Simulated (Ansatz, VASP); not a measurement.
## GaN: VASP beside Ansatz

```
CELL_PARAMETERS angstrom
3.16666 0.00000 0.00000
-1.58333 2.74241 0.00000
0.00000 0.00000 5.15948
ATOMIC_POSITIONS crystal
Ga 0.33333 0.66667 0.99922
Ga 0.66667 0.33333 0.49922
N 0.33333 0.66667 0.37578
N 0.66667 0.33333 0.87578
```

Alike in both runs: functional PBEsol; k mesh 8 × 8 × 4; no spin polarisation.

Ansatz relaxed the structure, and its values are those at the end. VASP's run is a single point on that final structure, the one shown.

|  | VASP | Ansatz |
| --- | --- | --- |
| version | VASP 6.6.1 | Ansatz 0.2.0 |
| potentials or method | VASP PAW PBE potentials, release 64 (Ga_d, N), cutoff 520 eV | all-electron LAPW, scalar-relativistic |
| occupations | gaussian, width 0.01 eV | fixed |

|  | VASP | Ansatz | Ansatz less VASP |
| --- | --- | --- | --- |
| gap on the k mesh at the Fermi level (eV) | 1.99 | 1.99 | -0.003 |
| pressure (GPa) | 2.7 | 2.9 | +0.21 |

Ansatz ran all-electron here, so the differences hold the error of VASP's frozen core and of both bases.

Caveats: the PAW data sets were made with another functional, which shifts forces and pressure a little (VASP). As with any semilocal functional, this PBEsol gap is likely too small.
